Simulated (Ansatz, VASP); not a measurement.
**CoSi: VASP beside Ansatz**

Contents of INCAR:

```
ALGO     = Normal         # electronic algorithm
EDIFF    = 1E-7           # SCF threshold, eV
ENCUT    = 520            # plane-wave cutoff, eV
GGA      = PE             # functional
ISIF     = 2              # what is computed and relaxed
ISMEAR   = 0              # smearing method
LASPH    = T              # aspherical terms in the spheres
LCHARG   = T              # write CHGCAR
LELF     = T              # ELF
LREAL    = F              # projectors in reciprocal space
LVHAR    = T            
LWAVE    = F              # write WAVECAR
NBANDS   = 36             # bands
NELM     = 100            # most SCF steps
PREC     = Accurate       # precision mode
SIGMA    = 0.05           # smearing width, eV
```

Contents of KPOINTS:

```
k-points
0
Gamma
  8 8 8
```

The input POSCAR:

```
CoSi
1.0
    4.4307862985      0.0000000000      0.0000000000
    0.0000000000      4.4307862985      0.0000000000
    0.0000000000      0.0000000000      4.4307862985
Co Si
4 4
Direct
    0.1450295574      0.1450295574      0.1450295574
    0.3549704426      0.8549704426      0.6450295574
    0.6450295574      0.3549704426      0.8549704426
    0.8549704426      0.6450295574      0.3549704426
    0.8431660435      0.8431660435      0.8431660435
    0.6568339565      0.1568339565      0.3431660435
    0.3431660435      0.6568339565      0.1568339565
    0.1568339565      0.3431660435      0.6568339565
```

Input for Ansatz:

```yaml
crystal:
  lattice:
    - [4.4307862985, 0.0, 0.0]
    - [0.0, 4.4307862985, 0.0]
    - [0.0, 0.0, 4.4307862985]
  atoms:
    - { symbol: Co, position: [0.1450295574, 0.1450295574, 0.1450295574] }
    - { symbol: Co, position: [0.3549704426, 0.8549704426, 0.6450295574] }
    - { symbol: Co, position: [0.6450295574, 0.3549704426, 0.8549704426] }
    - { symbol: Co, position: [0.8549704426, 0.6450295574, 0.3549704426] }
    - { symbol: Si, position: [0.8431660435, 0.8431660435, 0.8431660435] }
    - { symbol: Si, position: [0.6568339565, 0.1568339565, 0.3431660435] }
    - { symbol: Si, position: [0.3431660435, 0.6568339565, 0.1568339565] }
    - { symbol: Si, position: [0.1568339565, 0.3431660435, 0.6568339565] }
basis:
  ecutwfc: 420
  ecutrho_ratio: 4
kpoints:
  mp_grid: { grid: [8, 8, 8] }
  band_path:
    path:
      - [[0.0, 0.0, 0.0], [0.0, 0.5, 0.0], [0.5, 0.5, 0.0], [0.0, 0.0, 0.0], [0.5, 0.5, 0.5], [0.0, 0.5, 0.0]]
      - [[0.5, 0.5, 0.5], [0.5, 0.5, 0.0], [0.5, 0.0, 0.0]]
    npoints: 14
hamiltonian:
  xc: pbe
scf:
  occupations: { method: gaussian, width: 0.05 }
  n_extra_bands: 28
output:
  forces: true
  stress: true
  eigenvalues: true
  populations: true
  dos: { projected: true, de: 0.02, nscf_kmesh: { grid: [12, 12, 12] } }
  bader: true
```

Alike in both runs: task single point; functional PBE; k mesh 8 × 8 × 8; occupations gaussian, width 0.05 eV; no spin polarisation.

|  | VASP | Ansatz |
| --- | --- | --- |
| version | VASP 6.6.1 | Ansatz 0.2.0 |
| potentials or method | VASP PAW PBE potentials, release 64 (Co, Si) | scalar-relativistic, plane waves, PAW |
| plane-wave cutoff (eV) | 520 | 420 |
| valence electrons in the cell | 52 | 84 |

Ansatz gave:

| Quantity | Value |
| --- | --- |
| gap on the k mesh at the Fermi level (eV) | none |
| pressure (GPa) | 0.0 |

Task: Estimate VASP's values.

Result: gap on the k mesh at the Fermi level (eV): none; pressure (GPa): -0.1.

A gap of «none» marks a metal or a gap that the smearing closes. The two sets of potentials don't hold the same shells in valence.

Spin polarisation is off, so any magnetic state and its effect on volume and gap are missing.
